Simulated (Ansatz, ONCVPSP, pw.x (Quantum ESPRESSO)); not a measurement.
# niobium (fcc): variants of one ONCV potential in the solid

```json
{
  "Element": "Nb",
  "Generator": "ONCVPSP 4.0.1",
  "Type": "optimised norm-conserving Vanderbilt (ONCV)",
  "Functional": "PBE",
  "Relativity": "scalar-relativistic",
  "Frozen core": "[Ar] 3d10",
  "Valence charge": "13",
  "Reference configuration": "4s2 4p6 4d4 5s1",
  "Partial waves": "4s+5s: rc 2.05 bohr, ncon 3, nbas 8, qcut 6 1/bohr, 2 projectors; 4p: rc 1.90 bohr, ncon 4, nbas 7, qcut 6.2 1/bohr, 2 projectors, debl 1.9 Ha; 4d: rc 2.15 bohr, ncon 3, nbas 8, qcut 8.1 1/bohr, 1 projector",
  "Local potential": "polynomial inside 1.60 bohr (lpopt 4, dvloc0 1 Ha)",
  "Core correction": "none"
}
```

Crystal test: fcc Nb in pw.x 7.5, no spin, 13³ k-points, Fermi–Dirac smearing 0.01 Ry, cutoffs set for each file from its atomic test. The reference is all-electron LAPW (Ansatz 0.2.0) with the same functional, mesh and smearing; V0 and B0 come from Birch–Murnaghan fits to the pressures at five volumes. Errors are pseudo minus all-electron; Δ is the rms difference of the E(V) curves that follow from these fits, minima aligned, over ±6 % about the mean V0. Mesh and smearing are coarse, so the numbers serve the comparison and aren't converged zero-temperature values; the lattice is a test structure that the element need not adopt.

All-electron: a0 = 4.221 Å (V0 = 18.81 Å³/atom), B0 = 163.2 GPa.

Base: Atomic configuration tests: 1 of 4 tests not solved or not reliable.

```csv
change,cutoffs (Ry),pw.x,a0 (Å),a0 error (%),B0 error (%),Δ (meV/atom),mean pressure error (GPa)
base,50/200,converged,4.226,+0.11,+0.1,2.3,+0.57
"local potential polynomial inside 1.60 bohr (lpopt 4, dvloc0 0.5 Ha)",50/200,converged,4.225,+0.09,+0.1,1.9,+0.48
"local potential polynomial inside 1.60 bohr (lpopt 4, dvloc0 4 Ha)",50/200,converged,4.229,+0.17,+0.1,3.5,+0.88
"local potential polynomial inside 1.60 bohr (lpopt 4, dvloc0 6.5 Ha)",50/200,converged,4.230,+0.21,+0.2,4.3,+1.07
"local potential polynomial inside 1.60 bohr (lpopt 4, dvloc0 8.5 Ha)",50/200,converged,4.231,+0.24,+0.2,4.9,+1.21
```

(1) Give the row for: local potential polynomial inside 1.60 bohr (lpopt 4, dvloc0 -2 Ha).

Results:

(1) pw.x: converged; mean pressure error (GPa): +0.15; a0 (Å): 4.223; a0 error (%): +0.03; B0 error (%): -0.0; Δ (meV/atom): 0.6.
